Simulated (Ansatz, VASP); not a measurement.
One calculation of BN, two programs

INCAR

```
SYSTEM = BN
ALGO = Normal
EDIFF = 1E-7
EDIFFG = -0.005
ENCUT = 600
GGA = PE
IBRION = 2
ISIF = 3
ISMEAR = -1
IVDW = 13
LASPH = .True.
LCHARG = .False.
LREAL = .False.
LWAVE = .False.
NELM = 80
NSW = 40
PREC = Accurate
SIGMA = 0.05
```

The input KPOINTS:

```
k-points
0
Gamma
  13 13 13
  0 0 0
```

POSCAR

```
BN
1.0
    0.0000000000      1.8130010000      1.8130010000
    1.8130010000      0.0000000000      1.8130010000
    1.8130010000      1.8130010000      0.0000000000
N B
1 1
Direct
    0.2500000000      0.2500000000      0.2500000000
    0.0000000000      0.0000000000      0.0000000000
```

Contents of input.yaml:

```yaml
crystal:
  lattice:
    - [0.0, 1.813001, 1.813001]
    - [1.813001, 0.0, 1.813001]
    - [1.813001, 1.813001, 0.0]
  atoms:
    - { symbol: "N", position: [0.25, 0.25, 0.25] }
    - { symbol: B, position: [0.0, 0.0, 0.0] }
hamiltonian:
  xc: pbe
  pseudopotentials: { kind: paw }
  dispersion: d4
kpoints:
  mp_grid: { grid: [13, 13, 13] }
scf:
  occupations: { method: fermi_dirac, width: 0.05 }
output:
  forces: true
  stress: true
  eigenvalues: true
  write_density: true
  write_potential: true
  elf: true
  volumetric_format: npy
relax:
  f_tol: 0.01
  max_steps: 40
  cell: { stress_tol: 0.05 }
```

The cell is a database's computed one.

Alike in both runs: task relaxation of cell and atoms; functional PBE; dispersion D4; k mesh 13 × 13 × 13; occupations fermi-dirac, width 0.05 eV; no spin polarisation.

|  | VASP | Ansatz |
| --- | --- | --- |
| version | VASP 6.6.1 | Ansatz 0.2.0 |
| potentials or method | VASP PAW PBE potentials, release 64 (N, B) | Ansatz PAW |
| plane-wave cutoff (eV) | 600 | 420 |
| valence electrons in the cell | 8 | 8 |

```csv
,VASP,Ansatz,Ansatz less VASP
"gap on the k mesh at the Fermi level, each at its own relaxed structure (eV)",4.54,4.55,+0.012
relaxed volume (Å³/atom),5.86,5.87,0.000
relaxed cell length with the largest relative difference (Å),2.550,2.550,0.0000
energy change over the relaxation (meV/atom),-2,-2,+0.1
```

Caveats: an odd mesh through Γ misses points on the zone boundary, where band edges often lie (VASP); odd divisions of the mesh miss points on the zone boundary, where band edges often lie, so the gap on the mesh can be too wide (Ansatz); the plane-wave basis is chosen anew once the cell has moved, so the energies of steps on either side of that aren't comparable (Ansatz); the pressure holds a Pulay correction of +1.1 GPa for the finite cutoff (Ansatz). A hybrid or GW would open this gap; PBE tends to underestimate it.
